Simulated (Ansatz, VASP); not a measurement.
AgCl: VASP beside Ansatz

```xyz
2
Lattice="0.0000 2.8060 2.8060 2.8060 0.0000 2.8060 2.8060 2.8060 0.0000" Properties=species:S:1:pos:R:3 pbc="T T T"
Ag    0.0000    0.0000    0.0000
Cl    2.8060    2.8060    2.8060
```

Alike in both runs: functional PBE; k mesh 8 × 8 × 8; occupations gaussian, width 0.02 eV; no spin polarisation.

Ansatz relaxed the structure, and its values are those at the end. VASP's run is a single point on that final structure, the one shown.

```csv
,VASP,Ansatz
version,VASP 6.6.1,Ansatz 0.2.0
potentials or method,"VASP PAW PBE potentials, release 64 (Ag, Cl)","scalar-relativistic, plane waves, PAW"
plane-wave cutoff (eV),520,420
valence electrons in the cell,18,26
```

|  | VASP | Ansatz | Ansatz less VASP |
| --- | --- | --- | --- |
| gap on the k mesh at the Fermi level (eV) | 0.92 | 0.92 | +0.003 |
| least direct gap on the mesh (eV) | 3.08 | 3.08 | +0.002 |
| pressure (GPa) | -0.1 | 0.0 | +0.13 |

With one functional, cell and mesh, what is left measures potentials, basis and numerics. The two sets of potentials don't hold the same shells in valence.

A k mesh can miss the band edges.
